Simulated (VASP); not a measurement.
# Ru (Fd-3m) in VASP: notebook

The runs below take Ru through single point, relaxation of cell and atoms, with PBE.

Everything below comes from runs of VASP 6.6.1. Logs are shortened: lines on timing, memory, paths and dates and some standing lists are left out, and cuts for length are marked.

### 1 The undisturbed crystal

The structure is cubic, space group Fd-3m (No. 227). The conventional cell has a = 5.454 Å, b = 5.454 Å, c = 5.454 Å, α = 90.00°, β = 90.00°, γ = 90.00°. Ru (site symmetry -43m) has 4 Ru at 2.36 Å as nearest neighbours.

This isn't the form of Ru at room conditions, which is hcp.

### 2 Single point, PBE (cell and atoms relaxed from a first guess)

Input file INCAR:

```
SYSTEM = Ru
PREC     = Accurate       ! precision mode
ENCUT    = 520            ! plane-wave cutoff, eV
EDIFF    = 1E-6           ! SCF threshold, eV
ISMEAR   = -1             ! smearing method
SIGMA    = 0.03           ! smearing width, eV
LREAL    = .False.        ! projectors in reciprocal space
LASPH    = .True.         ! aspherical terms in the spheres
NELM     = 100            ! most SCF steps
ALGO     = Normal         ! electronic algorithm
ISIF     = 2              ! what is computed and relaxed
LWAVE    = .False.        ! write WAVECAR
LCHARG   = .False.        ! write CHGCAR
GGA      = PE             ! functional
NBANDS   = 21             ! bands
```

Input file KPOINTS:

```
regular mesh
0
Gamma
  10 10 10
  0 0 0
```

Input file POSCAR:

```
Ru
1.0
    0.0000000000      2.7269856412      2.7269856412
    2.7269856412      0.0000000000      2.7269856412
    2.7269856412      2.7269856412      0.0000000000
Ru
2
Direct
    0.0000000000      0.0000000000      0.0000000000
    0.2500000000      0.2500000000      0.2500000000
```

Potentials or basis: VASP PAW PBE potentials, release 64 (Ru_pv).

Command:

```sh
$ cat potpaw_PBE.64/Ru_pv/POTCAR > POTCAR
$ mpirun -np 1 vasp_std > vasp.out
```

OUTCAR:

```text
SYSTEM = Ru
   PREC = Accurate
   ENCUT = 520
   EDIFF = 1E-6
   ISMEAR = -1
   LREAL = .False.
   LASPH = .True.
   NELM = 100
   ISIF = 2
   GGA = PE

 ion  position               nearest neighbor table
   1  0.000  0.000  0.000-   2 2.36   2 2.36   2 2.36   2 2.36
   2  0.250  0.250  0.250-   1 2.36   1 2.36   1 2.36   1 2.36

  LATTYP: Found a face centered cubic cell.
 ALAT       =     5.4539712824

  Lattice vectors:

 A1 = (   0.0000000000,   2.7269856412,   2.7269856412)
 A2 = (   2.7269856412,   0.0000000000,   2.7269856412)
 A3 = (   2.7269856412,   2.7269856412,   0.0000000000)

Analysis of symmetry for initial positions (statically):
=====================================================================
 Subroutine PRICEL returns:
 Original cell was already a primitive cell.

 Routine SETGRP: Setting up the symmetry group for a
 face centered cubic supercell.

 Subroutine GETGRP returns: Found 48 space group operations
 (whereof 24 operations were pure point group operations)
 out of a pool of 48 trial point group operations.

The static configuration has the point symmetry T_d .
 The point group associated with its full space group is O_h .

Analysis of symmetry for dynamics (positions and initial velocities):
=====================================================================
 Subroutine PRICEL returns:
 Original cell was already a primitive cell.

 Routine SETGRP: Setting up the symmetry group for a
 face centered cubic supercell.

 Subroutine GETGRP returns: Found 48 space group operations
 (whereof 24 operations were pure point group operations)
 out of a pool of 48 trial point group operations.

The dynamic configuration has the point symmetry T_d .
 The point group associated with its full space group is O_h .

 Subroutine INISYM returns: Found 48 space group operations
 (whereof 24 operations are pure point group operations),
 and found     1 'primitive' translations

----------------------------------------------------------------------------------------

                                     Primitive cell

  volume of cell :      40.5582

  direct lattice vectors                    reciprocal lattice vectors
     0.000000000  2.726985641  2.726985641    -0.183352634  0.183352634  0.183352634
     2.726985641  0.000000000  2.726985641     0.183352634 -0.183352634  0.183352634
     2.726985641  2.726985641  0.000000000     0.183352634  0.183352634 -0.183352634

  length of vectors
     3.856540078  3.856540078  3.856540078     0.317576078  0.317576078  0.317576078

  position of ions in fractional coordinates (direct lattice)
     0.000000000  0.000000000  0.000000000
     0.250000000  0.250000000  0.250000000

  ion indices of the primitive-cell ions
   primitive index   ion index
                 1           1
                 2           2

----------------------------------------------------------------------------------------

 KPOINTS: regular mesh

Automatic generation of k-mesh.
 Grid dimensions read from file:
 generate k-points for:   10   10   10

 Generating k-lattice:

  Cartesian coordinates                     Fractional coordinates (reciprocal lattice)
    -0.018335263  0.018335263  0.018335263     0.100000000  0.000000000  0.000000000
     0.018335263 -0.018335263  0.018335263     0.000000000  0.100000000  0.000000000
     0.018335263  0.018335263 -0.018335263     0.000000000  0.000000000  0.100000000

  Length of vectors
     0.031757608  0.031757608  0.031757608

  Shift w.r.t. Gamma in fractional coordinates (k-lattice)
     0.000000000  0.000000000  0.000000000

 Subroutine IBZKPT returns following result:
 ===========================================

 Found     47 irreducible k-points:

 Following reciprocal coordinates:
            Coordinates               Weight
  0.000000  0.000000  0.000000      1.000000
  0.100000  0.000000  0.000000      8.000000
  0.200000  0.000000  0.000000      8.000000
  0.300000  0.000000  0.000000      8.000000
  0.400000  0.000000  0.000000      8.000000
  0.500000  0.000000  0.000000      4.000000
[... 16 lines left out ...]
  0.300000  0.300000  0.000000      6.000000
  0.400000  0.300000  0.000000     24.000000
 [... further k-points ...]
   k-points           NKPTS =     47   k-points in BZ     NKDIM =     47   number of bands    NBANDS=     21
   number of dos      NEDOS =    301   number of ions     NIONS =      2
   total plane-waves  NPLWV =  27000
   dimension x,y,z NGX =    30 NGY =   30 NGZ =   30
   dimension x,y,z NGXF=    60 NGYF=   60 NGZF=   60
   ions per type =               2
   NGX,Y,Z   is equivalent  to a cutoff of  12.93, 12.93, 12.93 a.u.
   NGXF,Y,Z  is equivalent  to a cutoff of  25.86, 25.86, 25.86 a.u.
 SYSTEM =  Ru
   PREC   = accura    normal or accurate (medium, high low for compatibility)
   ISTART =      0    job   : 0-new  1-cont  2-samecut
   ICHARG =      2    charge: 1-file 2-atom 10-const
   ISPIN  =      1    spin polarized calculation?
   LNONCOLLINEAR =      F non collinear calculations
   LSORBIT =      F    spin-orbit coupling
   LASPH  =      T    aspherical Exc in radial PAW
   ENCUT  =  520.0 eV  38.22 Ry    6.18 a.u.   7.17  7.17  7.17*2*pi/ulx,y,z
   NELM   =    100;   NELMIN=  2; NELMDL= -5     # of ELM steps
   EDIFF  = 0.1E-05   stopping-criterion for ELM
   LREAL  =      F    real-space projection
   EDIFFG = 0.1E-04   stopping-criterion for IOM
   NSW    =      0    number of steps for IOM
   IBRION =     -1    ionic relax: 0-MD 1-quasi-New 2-CG
   NFREE  =      0    steps in history (QN), initial steepest desc. (CG)
   ISIF   =      2    stress and relaxation
   ISYM   =      2    0-nonsym 1-usesym 2-fastsym
   POTIM  = 0.5000    time-step for ionic-motion
   TEBEG  =    0.0;   TEEND  =   0.0 temperature during run
   PSTRESS=    0.0 pullay stress
   NELECT =      28.0000    total number of electrons
   NUPDOWN=      -1.0000    fix difference up-down
   EMIN   =  10.00;   EMAX   =-10.00  energy-range for DOS
   EFERMI =   0.00;   METHOD = LEGACY
   ISMEAR =    -1;   SIGMA  =   0.03  broadening in eV -4-tet -1-fermi 0-gaus
   EFERMI_NEDOS =   21; number of points for ismear=-14 and -15
   IALGO  =     38    algorithm
   IMIX   =      4    mixing-type and parameters
     AMIX     =   0.40;   BMIX     =  1.00
     AMIX_MAG =   1.60;   BMIX_MAG =  1.00
  volume/ion in A,a.u.               =      20.28       136.85
  Fermi-wavevector in a.u.,A,eV,Ry     =   1.446887  2.734220 28.483557  2.093482
  Thomas-Fermi vector in A             =   2.564905
   LORBIT       =      0    0 simple, 1 ext, 2 COOP (PROOUT), +10 PAW based schemes
   GGA     = PE    functional components
   LHFCALC =     F    Hartree Fock is set to
   AEXX    =    0.0000 exact exchange contribution
   IVDW    =     0    specifies the selected vdW correction
   LEPSILON=     F    determine dielectric tensor
   LRPA    =     F    only Hartree local field effects (RPA)
 non-spin polarized calculation
  energy-cutoff  :      520.00
  volume of cell :       40.56
 maximum number of plane-waves:      1106
 NGX is ok and might be reduce to    30
   NGX = 15   NGY = 15   NGZ = 15

 number of electron      28.0000004 magnetization

 Free energy of the ion-electron system (eV)
  ---------------------------------------------------
  ext. energy  EPLUGINS =         0.00000000
  ---------------------------------------------------
  free energy    TOTEN  =       -16.09696344 eV

  energy without entropy =      -16.09250850  energy(sigma->0) =      -16.09473597

 E-fermi :   7.0300     XC(G=0): -11.3364

 val. band max:        6.9662651304   @ k =   0.2000   0.2000   0.0000
 cond. band min:       7.0384768463   @ k =   0.4000   0.3000   0.0000
 fundamental gap:      0.0722117159
 Fermi energy:         7.0299595521

 k-point     1 :       0.0000    0.0000    0.0000
  band No.  band energies     occupation
      1     -36.1091      2.00000
      2     -36.1091      2.00000
      3     -36.1091      2.00000
      4     -35.2345      2.00000
      5     -35.2345      2.00000
      6     -35.2345      2.00000
[... 13 lines left out ...]
     20      19.6038      0.00000
     21      20.0756      0.00000

 k-point     2 :       0.1000    0.0000    0.0000
  band No.  band energies     occupation
      1     -36.1192      2.00000
      2     -36.1192      2.00000
      3     -36.1074      2.00000
      4     -35.2372      2.00000
      5     -35.2240      2.00000
      6     -35.2240      2.00000
[... 13 lines left out ...]
     20      18.1386      0.00000
     21      19.4352      0.00000

 k-point     3 :       0.2000    0.0000    0.0000
  band No.  band energies     occupation
      1     -36.1445      2.00000
      2     -36.1445      2.00000
      3     -36.1029      2.00000
      4     -35.2439      2.00000
      5     -35.1973      2.00000
      6     -35.1973      2.00000
[... 13 lines left out ...]
     20      17.9405      0.00000
     21      18.3484      0.00000

 k-point     4 :       0.3000    0.0000    0.0000
  band No.  band energies     occupation
      1     -36.1739      2.00000
      2     -36.1739      2.00000
      3     -36.0980      2.00000
      4     -35.2514      2.00000
      5     -35.1662      2.00000
      6     -35.1662      2.00000
[... 13 lines left out ...]
     20      17.9446      0.00000
     21      18.2949      0.00000

 k-point     5 :       0.4000    0.0000    0.0000
  band No.  band energies     occupation
      1     -36.1964      2.00000
      2     -36.1964      2.00000
      3     -36.0944      2.00000
      4     -35.2571      2.00000
      5     -35.1424      2.00000
      6     -35.1424      2.00000
[... 13 lines left out ...]
     20      17.6806      0.00000
     21      17.6806      0.00000
[... 382 lines left out ...]
     20      17.0624      0.00000
     21      17.9412      0.00000

 k-point    22 :      -0.2000    0.2000    0.0000
  band No.  band energies     occupation
      1     -36.2423      2.00000
      2     -36.1752      2.00000
      3     -36.0255      2.00000
      4     -35.3226      2.00000
      5     -35.1647      2.00000
      6     -35.0991      2.00000
[... 13 lines left out ...]
     20      17.9401      0.00000
     21      18.2582      0.00000

 k-point    23 :       0.3000    0.3000    0.0000
  band No.  band energies     occupation
      1     -36.2423      2.00000
      2     -36.2423      2.00000
      3     -35.9338      2.00000
      4     -35.4222      2.00000
      5     -35.0943      2.00000
      6     -35.0943      2.00000
[... 13 lines left out ...]
     20      15.0761      0.00000
     21      17.7101      0.00000

 k-point    24 :       0.4000    0.3000    0.0000
  band No.  band energies     occupation
      1     -36.2710      2.00000
      2     -36.2634      2.00000
      3     -35.8806      2.00000
      4     -35.4764      2.00000
      5     -35.0718      2.00000
      6     -35.0654      2.00000
[... 13 lines left out ...]
     20      13.9218      0.00000
     21      17.9548      0.00000

 [... further k-points ...]

------------------------ aborting loop because EDIFF is reached ----------------------------------------

  FORCE on cell =-STRESS in cart. coord.  units (eV):
  Direction    XX          YY          ZZ          XY          YZ          ZX
  --------------------------------------------------------------------------------------
  -------------------------------------------------------------------------------------
  Total        0.0643186      0.0643186      0.0643186     -0.0000000     -0.0000000      0.0000000
  in kB        2.5407888      2.5407888      2.5407888     -0.0000000     -0.0000000      0.0000000
  external PRESSURE =       2.5407888 kB  Pullay stress =       0.0000000 kB

 VOLUME and BASIS-vectors are now :
 -----------------------------------------------------------------------------
  energy-cutoff  :      520.00
  volume of cell :       40.56
      direct lattice vectors                 reciprocal lattice vectors
     0.000000000  2.726985641  2.726985641    -0.183352634  0.183352634  0.183352634
     2.726985641  0.000000000  2.726985641     0.183352634 -0.183352634  0.183352634
     2.726985641  2.726985641  0.000000000     0.183352634  0.183352634 -0.183352634

 POSITION                                       TOTAL-FORCE (eV/Angst)
 -----------------------------------------------------------------------------------
      0.00000      0.00000      0.00000        -0.000000      0.000000     -0.000000
      1.36349      1.36349      1.36349         0.000000     -0.000000      0.000000
 -----------------------------------------------------------------------------------
    total drift:                                0.000000     -0.000000      0.000000

  FREE ENERGIE OF THE ION-ELECTRON SYSTEM (eV)
  ---------------------------------------------------
  free  energy   TOTEN  =       -16.0969634443 eV

  energy  without entropy=      -16.0925085031  energy(sigma->0) =      -16.09473597
```

Wall time 16 s (1 thread of Intel Xeon Platinum 8559C (Emerald Rapids), shared host); peak memory 0.17 GiB.

What came out:

```
Free energy            : -16.0970 eV
Pressure               : 0.3 GPa
Band gap on the k mesh : none (metal or under the smearing width)
```

[end of part 1 of 3]
